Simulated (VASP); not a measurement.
Input:

```
AlLaO3
1.0
    3.78341     0.00000     0.00000
    0.00000     3.78341     0.00000
    0.00000     0.00000     3.78341
La Al O
1 1 3
Direct
  0.00000   0.00000   0.00000
  0.50000   0.50000   0.50000
  0.50000   0.00000   0.50000
  0.00000   0.50000   0.50000
  0.50000   0.50000   0.00000
```

These are r2SCAN meta-GGA, VASP's PBE PAW potentials (set 64) (plane waves; VASP) values and carry that method's errors. Run with 520 eV cut-off, 7×7×7 Γ-centred mesh, tetrahedra with Blöchl corrections, potentials La Al O.

Question: Give the energies of bands 8 to 19 at the high-symmetry points, in eV from the valence-band maximum.

Answer: 
```csv
band,Γ,X,M,R
8,-4.49,-4.81,-5.79,-7.61
9,-4.49,-4.81,-4.46,-2.45
10,-4.49,-3.87,-3.73,-2.45
11,-1.49,-2.68,-2.78,-2.45
12,-1.49,-2.48,-2.78,-1.53
13,-1.49,-1.69,-1.56,-1.53
14,-0.13,-1.69,-1.34,0.00
15,-0.13,-1.11,-1.34,0.00
16,-0.13,-1.11,-0.03,0.00
17,4.01,5.00,5.02,5.17
18,4.01,5.16,5.02,5.17
19,5.33,5.32,5.34,5.17
```

The gap is indirect, 4.01 eV, from the valence maximum at R to the conduction minimum at Γ.

The compound is LaAlO3 in the cubic perovskite structure, the ideal cubic form; the compound distorts at low or room temperature. It was relaxed first.
